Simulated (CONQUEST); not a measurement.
Crystal: Ge.

```xyz
4
Lattice="4.0007 0.0000 0.0000 0.0000 4.0007 0.0000 0.0000 0.0000 5.6578" Properties=species:S:1:pos:R:3 pbc="T T T"
Ge    0.0018    2.0558    1.3981
Ge    2.0021    0.0554    4.2270
Ge    0.0063    0.0081    2.7804
Ge    2.0066    2.0084    5.6093
```

The cell isn't the ideal one: atoms moved at random, drawn with an rms of 0.05 Å.

Program: CONQUEST 1.3. Alike in all runs: task single point; level PBE; no spin polarisation; cell atoms moved at random, drawn with an rms of 0.05 Å; k mesh 7 × 7 × 5; smearing fermi-dirac 0.05 eV. Hardware: 1 thread of Intel(R) Xeon(R) 6975P-C (Granite Rapids), with other jobs on the host.

Q: Order these runs on this cell by their wall time, lowest first.
A. potentials or basis PseudoDojo NC PBE, DZP, multi-site functions of range 10 bohr, grid cutoff 120 Ha
B. potentials or basis PseudoDojo NC PBE, SZP, grid cutoff 120 Ha
C. potentials or basis PseudoDojo NC PBE, SZ, grid cutoff 120 Ha

A: C (12 s), B (27 s), A (82 s).

Caveats: the box holds several primitive cells, so bands are folded and the points are those of the box's own zone; the atomic basis is small (some runs); multi-site functions contract the basis, which raises the energy a little and makes forces and stress less exact (some runs).
